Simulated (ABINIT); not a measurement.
# MnO (Fm-3m) in ABINIT: a series of runs

Runs on MnO. Level: PBE. Tasks: single point.

All numbers are computed with ABINIT 10.8.3 (patched build); they aren't measurements. Logs are shortened: lines on timing, memory, paths and dates and some standing lists are left out, and cuts for length are marked. The log counts tension as positive stress, the text compression.

### 1 Starting point

It takes space group Fm-3m (No. 225, cubic). The conventional cell has a = 4.448 Å, b = 4.448 Å, c = 4.448 Å, α = 90.00°, β = 90.00°, γ = 90.00°. Mn (site symmetry m-3m) is surrounded by 6 O at 2.22 Å. O (site symmetry m-3m) is surrounded by 6 Mn at 2.22 Å.

The cell is a database's computed one.

### 2 Single point, PBE, collinear spin, ferromagnetic start

run.abi

```
# Pseudopotentials
pp_dirpath "./"
pseudos "Mn.GGA_PBE-JTH.xml, O.GGA_PBE-JTH.xml"

# Structure
acell 3*1.0 Angstrom
rprim
     0.0000000000     2.2239077028     2.2239077028
     2.2239077028     0.0000000000     2.2239077028
     2.2239077028     2.2239077028     0.0000000000
ntypat 2
znucl 25 8
natom 2
typat 1 2
xred
     0.0000000000     0.0000000000     0.0000000000
     0.5000000000     0.5000000000     0.5000000000

# Plane-wave basis
ecut 625.861884 eV
pawecutdg 45.0

# k points
kptopt 1
ngkpt 13 13 13
nshiftk 1
shiftk 0.0 0.0 0.0

# Exchange and correlation
ixc 11

# Bands and occupations
nband 16
occopt 3
tsmear 0.00183747

# Spin
nsppol 2
spinat
     0.0000000000     0.0000000000     4.0000000000
     0.0000000000     0.0000000000     0.0000000000

# SCF cycle
nstep 100
tolvrs 1.0e-9

# Output
iomode 3
prtwf 0
prteig 0
prtebands 0
prtden 1
prtvha 1
prtvclmb 1
prtpot 1
```

Potentials or basis: JTH PAW PBE v2.0.

Launch:

```
> abinit run.abi > log 2>&1
```

run.abo:

```text
.Version 10.8.3 of ABINIT
 Symmetries : space group Fm -3 m (#225); Bravais cF (face-center cubic)
================================================================================
 Values of the parameters that define the memory need of the present run
     intxc =       0    ionmov =       0      iscf =      17    lmnmax =      18
     lnmax =       6     mgfft =      27  mpssoang =       3    mqgrid =    3001
     natom =       2  nloc_mem =       2    nspden =       2   nspinor =       1
    nsppol =       2      nsym =      48    n1xccc =       1    ntypat =       2
    occopt =       3   xclevel =       2
       mpw =         801          nfft =       19683          nkpt =          84
 PAW method is used; the additional fine FFT grid is defined by:
   mgfftf=        36    nfftf =     46656
================================================================================
================================================================================

--------------------------------------------------------------------------------
------------- Echo of variables that govern the present computation ------------
--------------------------------------------------------------------------------
 -outvars: echo values of preprocessed input variables --------
            acell      1.8897261259E+00  1.8897261259E+00  1.8897261259E+00 Bohr
              amu      5.49380500E+01  1.59994000E+01
             ecut      2.30000000E+01 Hartree
                       outvar_i_n : Printing only first  50 k-points.
              ixc          11
                       outvar_i_n : Printing only first  50 k-points.
         kptrlatt       13    0    0      0   13    0      0    0   13
          kptrlen      7.72634287E+01
            natom           2
            nband          16
            ngfft          27      27      27
          ngfftdg          36      36      36
             nkpt          84
           nspden           2
           nsppol           2
            nstep         100
             nsym          48
           ntypat           2
                       prtocc : prtvol=0, do not print more k-points.
                       1.000000  1.000000  1.000000  1.000000  1.000000  1.000000
                       1.000000  1.000000  1.000000  1.000000  1.000000  0.000000
                       0.000000  0.000000  0.000000  0.000000
                       1.000000  1.000000  1.000000  1.000000  1.000000  1.000000
                       1.000000  1.000000  1.000000  1.000000  1.000000  0.000000
                       0.000000  0.000000  0.000000  0.000000
                       1.000000  1.000000  1.000000  1.000000  1.000000  1.000000
                       1.000000  1.000000  1.000000  1.000000  1.000000  0.000000
                       0.000000  0.000000  0.000000  0.000000
                       1.000000  1.000000  1.000000  1.000000  1.000000  1.000000
                       1.000000  1.000000  1.000000  1.000000  1.000000  0.000000
                       0.000000  0.000000  0.000000  0.000000
                       1.000000  1.000000  1.000000  1.000000  1.000000  1.000000
                       1.000000  1.000000  1.000000  1.000000  1.000000  0.000000
                       0.000000  0.000000  0.000000  0.000000
                       1.000000  1.000000  1.000000  1.000000  1.000000  1.000000
                       1.000000  1.000000  1.000000  1.000000  1.000000  0.000000
[... 118 lines left out ...]
                       1.000000  1.000000  1.000000  1.000000  1.000000  1.000000
                       1.000000  1.000000  1.000000  1.000000  0.000000  0.000000
                       0.000000  0.000000  0.000000  0.000000
                       1.000000  1.000000  1.000000  1.000000  1.000000  1.000000
                       1.000000  1.000000  1.000000  1.000000  0.000000  0.000000
                       0.000000  0.000000  0.000000  0.000000
                       1.000000  1.000000  1.000000  1.000000  1.000000  1.000000
                       1.000000  1.000000  1.000000  1.000000  0.000000  0.000000
                       0.000000  0.000000  0.000000  0.000000
                       1.000000  1.000000  1.000000  1.000000  1.000000  1.000000
                       1.000000  1.000000  1.000000  1.000000  0.000000  0.000000
                       0.000000  0.000000  0.000000  0.000000
                       1.000000  1.000000  1.000000  1.000000  1.000000  1.000000
                       1.000000  1.000000  1.000000  1.000000  0.000000  0.000000
                       0.000000  0.000000  0.000000  0.000000
                       prtocc : prtvol=0, do not print more k-points.
           occopt           3
        pawecutdg      4.50000000E+01 Hartree
         pawxcdev           0
        prtebands           0
           prteig           0
           prtpot           1
         prtvclmb           1
           prtvha           1
            prtwf           0
            rprim      0.0000000000E+00  2.2239077028E+00  2.2239077028E+00
                       2.2239077028E+00  0.0000000000E+00  2.2239077028E+00
                       2.2239077028E+00  2.2239077028E+00  0.0000000000E+00
          spgroup         225
           spinat      0.0000000000E+00  0.0000000000E+00  4.0000000000E+00
                       0.0000000000E+00  0.0000000000E+00  0.0000000000E+00
           tolvrs      1.00000000E-09
           tsmear      1.83747000E-03 Hartree
            typat      1  2
           useylm           1
                       outvars : Printing only first  50 k-points.
           xangst      0.0000000000E+00  0.0000000000E+00  0.0000000000E+00
                       2.2239077028E+00  2.2239077028E+00  2.2239077028E+00
            xcart      0.0000000000E+00  0.0000000000E+00  0.0000000000E+00
                       4.2025764876E+00  4.2025764876E+00  4.2025764876E+00
             xred      0.0000000000E+00  0.0000000000E+00  0.0000000000E+00
                       5.0000000000E-01  5.0000000000E-01  5.0000000000E-01
            znucl       25.00000    8.00000

================================================================================
[... 89 lines left out ...]
  sigma(3 3)=  2.43188366E-05  sigma(2 1)=  0.00000000E+00

--- !ResultsGS
iteration_state: {dtset: 1, }
comment   : Summary of ground state results
lattice_vectors:
- [  0.0000000,   4.2025765,   4.2025765, ]
- [  4.2025765,   0.0000000,   4.2025765, ]
- [  4.2025765,   4.2025765,   0.0000000, ]
lattice_lengths: [   5.94334,    5.94334,    5.94334, ]
lattice_angles: [ 60.000,  60.000,  60.000, ] # degrees, (23, 13, 12)
lattice_volume:   1.4844886E+02
convergence: {deltae: -3.951E-12, res2:  5.998E-10, residm:  5.751E-05, diffor: null, }
etotal    :  -1.20979748E+02
entropy   :   0.00000000E+00
fermie    :   2.84853194E-01
cartesian_stress_tensor: # hartree/bohr^3
- [  2.43188366E-05,   0.00000000E+00,   0.00000000E+00, ]
- [  0.00000000E+00,   2.43188366E-05,   0.00000000E+00, ]
- [  0.00000000E+00,   0.00000000E+00,   2.43188366E-05, ]
pressure_GPa:  -7.1548E-01
xred      :
- [  0.0000E+00,   0.0000E+00,   0.0000E+00, Mn]
- [  5.0000E-01,   5.0000E-01,   5.0000E-01,  O]
cartesian_forces: # hartree/bohr
- [ -0.00000000E+00,  -0.00000000E+00,  -0.00000000E+00, ]
- [ -0.00000000E+00,  -0.00000000E+00,  -0.00000000E+00, ]
force_length_stats: {min:   0.00000000E+00, max:   0.00000000E+00, mean:   0.00000000E+00, }
...

 Integrated electronic and magnetization densities in atomic spheres:
 ------------------------------------------------------------------------------------------------------------
 Radius=ratsph(iatom), smearing ratsm=  0.0000. Diff(up-dn)=approximate z local magnetic moment.
    Atom    Radius    up_density   dn_density  Total(up+dn)  Diff(up-dn)
    1 Mn   2.11192     8.622567     4.408520     13.031087     4.214048
    2  O   1.41465     2.367903     2.171153      4.539055     0.196750
 ------------------------------------------------------------------------------------------------------------
  Sum:                10.990470     6.579673     17.570143     4.410797
 Total magnetization (from the atomic spheres):                4.410797
 Total magnetization (exact up - dn):                          4.753451

================================================================================

 ----iterations are completed or convergence reached----

 Mean square residual over all n,k,spin=   41.170E-09; max=  57.514E-06
 reduced coordinates (array xred) for    2 atoms
       0.000000000000      0.000000000000      0.000000000000
       0.500000000000      0.500000000000      0.500000000000
 rms dE/dt=  0.0000E+00; max dE/dt=  0.0000E+00; dE/dt below (all hartree)
    1       0.000000000000      0.000000000000      0.000000000000
    2       0.000000000000      0.000000000000      0.000000000000

 cartesian coordinates (angstrom) at end:
    1      0.00000000000000     0.00000000000000     0.00000000000000
    2      2.22390770280000     2.22390770280000     2.22390770280000

 cartesian forces (hartree/bohr) at end:
    1     -0.00000000000000    -0.00000000000000    -0.00000000000000
    2     -0.00000000000000    -0.00000000000000    -0.00000000000000
 frms,max,avg= 0.0000000E+00 0.0000000E+00   0.000E+00  0.000E+00  0.000E+00 h/b

 cartesian forces (eV/Angstrom) at end:
    1     -0.00000000000000    -0.00000000000000    -0.00000000000000
    2     -0.00000000000000    -0.00000000000000    -0.00000000000000
 frms,max,avg= 0.0000000E+00 0.0000000E+00   0.000E+00  0.000E+00  0.000E+00 e/A
 length scales=  1.889726125908  1.889726125908  1.889726125908 bohr
              =  1.000000000000  1.000000000000  1.000000000000 angstroms
 Fermi (or HOMO) energy (hartree) =   0.28485   Average Vxc (hartree)=  -0.42122
 Magnetization (Bohr magneton)=  4.75347020E+00
 Total spin up =  1.28767351E+01   Total spin down =  8.12326490E+00
 Eigenvalues (hartree) for nkpt=  84  k points, SPIN UP:
 kpt#   1, nband= 16, wtk=  0.00046, kpt=  0.0000  0.0000  0.0000 (reduced coord)
  -2.71412   -1.56514   -1.56514   -1.56514   -0.46052    0.14681    0.14681    0.14681
   0.16730    0.16730    0.16730    0.18668    0.18668    0.26464    0.79957    0.88045
      occupation numbers for kpt#   1
   1.00000    1.00000    1.00000    1.00000    1.00000    1.00000    1.00000    1.00000
   1.00000    1.00000    1.00000    1.00000    1.00000    0.99998    0.00000    0.00000
 prteigrs : prtvol=0 or 1, do not print more k-points.

 Eigenvalues (hartree) for nkpt=  84  k points, SPIN DOWN:
 kpt#   1, nband= 16, wtk=  0.00046, kpt=  0.0000  0.0000  0.0000 (reduced coord)
  -2.53968   -1.39401   -1.39401   -1.39401   -0.44454    0.16074    0.16074    0.16074
   0.31222    0.31222    0.31222    0.31258    0.33536    0.33536    0.82347    0.93461
      occupation numbers for kpt#   1
   1.00000    1.00000    1.00000    1.00000    1.00000    1.00000    1.00000    1.00000
   0.00000    0.00000    0.00000    0.00000    0.00000    0.00000    0.00000    0.00000
 prteigrs : prtvol=0 or 1, do not print more k-points.

--- !EnergyTerms
iteration_state     : {dtset: 1, }
comment             : Components of total free energy in Hartree
kinetic             :  2.01709193283264E+01
hartree             :  2.67621157845779E+01
xc                  : -6.63246132272565E+00
Ewald energy        : -8.28539899707682E+01
psp_core            :  4.87099967273241E+00
local_psp           : -7.62431637917149E+01
PAW spherical_terms : -7.05384672574749E+00
internal            : -1.20979427025320E+02
'-kT*entropy'       : -3.21962394342727E-04
total_energy        : -1.20979748987714E+02
total_energy_eV     : -3.29202667764651E+03
...

--- !EnergyTermsDC
iteration_state     : {dtset: 1, }
comment             : '"Double-counting" decomposition of free energy'
band_energy         : -1.34574492619859E+01
Ewald energy        : -8.28539899707682E+01
psp_core            :  4.87099967273241E+00
xc_dc               : -2.47719660968684E+01
PAW spherical_terms : -4.76702003942744E+00
internal            : -1.20979425696317E+02
'-kT*entropy'       : -3.21962394342727E-04
total_energy_dc     : -1.20979747658712E+02
total_energy_dc_eV  : -3.29202664148252E+03
...

--- !EnergyTermsWithPAWCore
iteration_state     : {dtset: 1, }
comment             : 'Components of total free energy, including PAW core contributions'
Total energy        : -1.23391159312305E+03
Total energy DC     : -1.23391159179405E+03
Total energy (eV)   : -3.35764449538650E+04
Total energy DC (eV): -3.35764449177010E+04
...

 Cartesian components of stress tensor (hartree/bohr^3)
  sigma(1 1)=  2.43188366E-05  sigma(3 2)=  0.00000000E+00
  sigma(2 2)=  2.43188366E-05  sigma(3 1)=  0.00000000E+00
  sigma(3 3)=  2.43188366E-05  sigma(2 1)=  0.00000000E+00

-Cartesian components of stress tensor (GPa)         [Pressure= -7.1548E-01 GPa]
- sigma(1 1)=  7.15484875E-01  sigma(3 2)=  0.00000000E+00
- sigma(2 2)=  7.15484875E-01  sigma(3 1)=  0.00000000E+00
- sigma(3 3)=  7.15484875E-01  sigma(2 1)=  0.00000000E+00

== END DATASET(S) ==============================================================
================================================================================

 -outvars: echo values of variables after computation  --------
            acell      1.8897261259E+00  1.8897261259E+00  1.8897261259E+00 Bohr
           etotal     -1.2097974766E+02
            fcart     -0.0000000000E+00 -0.0000000000E+00 -0.0000000000E+00
                      -0.0000000000E+00 -0.0000000000E+00 -0.0000000000E+00
            rprim      0.0000000000E+00  2.2239077028E+00  2.2239077028E+00
                       2.2239077028E+00  0.0000000000E+00  2.2239077028E+00
                       2.2239077028E+00  2.2239077028E+00  0.0000000000E+00
           strten      2.4318836607E-05  2.4318836607E-05  2.4318836607E-05
                       0.0000000000E+00  0.0000000000E+00  0.0000000000E+00
           xangst      0.0000000000E+00  0.0000000000E+00  0.0000000000E+00
                       2.2239077028E+00  2.2239077028E+00  2.2239077028E+00
             xred      0.0000000000E+00  0.0000000000E+00  0.0000000000E+00
                       5.0000000000E-01  5.0000000000E-01  5.0000000000E-01
 Calculation completed.
```

Run time: 1.9 min. Hardware: 1 thread of Arm Neoverse V1, shared host; peak memory 0.18 GiB.

Results:

* Free energy: -3292.0266 eV
* Band gap on the k mesh: none (metal or under the smearing width)
* Net moment: 4.75 μB per cell
* Site moments: Mn +4.21; O +0.20 μB
* Valence electrons inside the program's atomic spheres: Mn 13.03; O 4.54

Levels at points of the mesh, in eV from the Fermi level:
Spin up:
```csv
k point,band 9,band 10,band 11,band 12,band 13,band 14,band 15,band 16
"(0.00, 0.00, 0.00)",-3.20,-3.20,-3.20,-2.67,-2.67,-0.55,14.01,16.21
```
Spin down:
```csv
k point,band 5,band 6,band 7,band 8,band 9,band 10,band 11,band 12
"(0.00, 0.00, 0.00)",-19.85,-3.38,-3.38,-3.38,0.74,0.74,0.74,0.75
```

Caveat: the cutoff is too short for stress, so the log's stress isn't used; a cell with one magnetic atom can't hold antiferromagnetic order, which such compounds often take; semilocal functionals often make such compounds metallic where correlation or magnetic order opens a gap, which also shifts bond lengths. With open d or f shells a metallic result of PBE can be an artefact of self-interaction; +U or a hybrid may open a gap.

(Continued in part 2 of 2.)
